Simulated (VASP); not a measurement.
**Results of a VASP single-point calculation on SrO (strained rocksalt)**

POSCAR

```
Sr O
 1.0000000000000000
     0.0573094069000000    2.5856038861999999    2.5856038861999999
     2.5856038861999999    0.0573094069000000    2.5856038861999999
     2.5856038861999999    2.5856038861999999    0.0573094069000000
 Sr  O
   1   1
Cartesian
  0.0000000000000000  0.0000000000000000  0.0000000000000000
  2.6142585896499999  2.6142585896499999  2.6142585896499999
```

```
gap between bands v and c : 3.22 eV
least direct gap          : 3.30 eV
```

Band v is the last that the valence electrons fill when counted band by band, and c is the next. Levels in eV from the top of v:

```
point    v−1      v     c   c+1
    Γ   0.00   0.00  4.06  5.96
    X  -0.13  -0.08  3.22  7.89
    K  -0.56  -0.49  4.70  8.04
    L  -1.09  -1.09  6.50  8.52
    W  -0.47  -0.43  5.99  6.08
```

**Question.** Which of these levels of theory gave these results?
A. PBE0
B. LDA
C. PBE
D. PBE with spin–orbit coupling
E. PBEsol
F. HSE06
G. r²SCAN

**Answer.** C.

The INCAR was:

```
ISMEAR = -1
LWAVE = .FALSE.
PREC = Accurate
ISIF = 2
LCHARG = .FALSE.
NBANDS = 15
NELM = 120
GGA = PE
NSW = 0
SIGMA = 0.02
IBRION = -1
EDIFF = 1E-7
ENCUT = 520
LASPH = .TRUE.
LREAL = .FALSE.
```
